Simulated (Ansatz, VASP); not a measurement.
Mg: VASP beside Ansatz

The input INCAR:

```
  ALGO = Normal
  EDIFF = 1E-6
  ENCUT = 520
  GGA = RP
  ISIF = 2
  ISMEAR = 0
  LASPH = True
  LCHARG = False
  LREAL = False
  LWAVE = False
  NBANDS = 7
  NELM = 100
  PREC = Accurate
  SIGMA = 0.02
```

KPOINTS

```
k-points
0
Gamma
  11 11 11
```

Contents of POSCAR:

```
Mg
1.0
   -1.8359916300      1.8359916300      1.6794040200
    1.8359916300     -1.8359916300      1.6794040200
    1.8359916300      1.8359916300     -1.6794040200
Mg
1
Direct
    0.0000000000      0.0000000000      0.0000000000
```

Contents of input.yaml:

```yaml
crystal:
  lattice:
    - [-1.83599163, 1.83599163, 1.67940402]
    - [1.83599163, -1.83599163, 1.67940402]
    - [1.83599163, 1.83599163, -1.67940402]
  atoms:
    - { symbol: Mg, position: [0.0, 0.0, 0.0] }
kpoints:
  mp_grid: { grid: [11, 11, 11] }
scf:
  occupations: { method: gaussian, width: 0.02 }
hamiltonian:
  xc: rpbe
  pseudopotentials: { kind: all_electron, lapw: { basis_error: 0.001 } }
output:
  forces: true
  stress: true
  eigenvalues: true
```

This isn't the form of Mg at room conditions, which is hcp.

Alike in both runs: task single point; functional RPBE; k mesh 11 × 11 × 11; occupations gaussian, width 0.02 eV; no spin polarisation.

|  | VASP | Ansatz |
| --- | --- | --- |
| version | VASP 6.6.1 | Ansatz 0.2.0 |
| potentials or method | VASP PAW PBE potentials, release 64 (Mg) | all-electron LAPW, scalar-relativistic |
| plane-wave cutoff (eV) | 520 | see its input |

|  | VASP | Ansatz | Ansatz less VASP |
| --- | --- | --- | --- |
| gap on the k mesh at the Fermi level (eV) | none | none | - |
| pressure (GPa) | 1.6 | 1.7 | +0.14 |
| largest component of the traceless stress (GPa) | 0.56 | 0.57 | +0.006 |

A gap of «none» marks a metal or a gap that the smearing closes. Ansatz ran all-electron here, so the differences hold the error of VASP's frozen core and of both bases.

Caveats: the PAW data sets were made with another functional, which shifts forces and pressure a little (VASP).
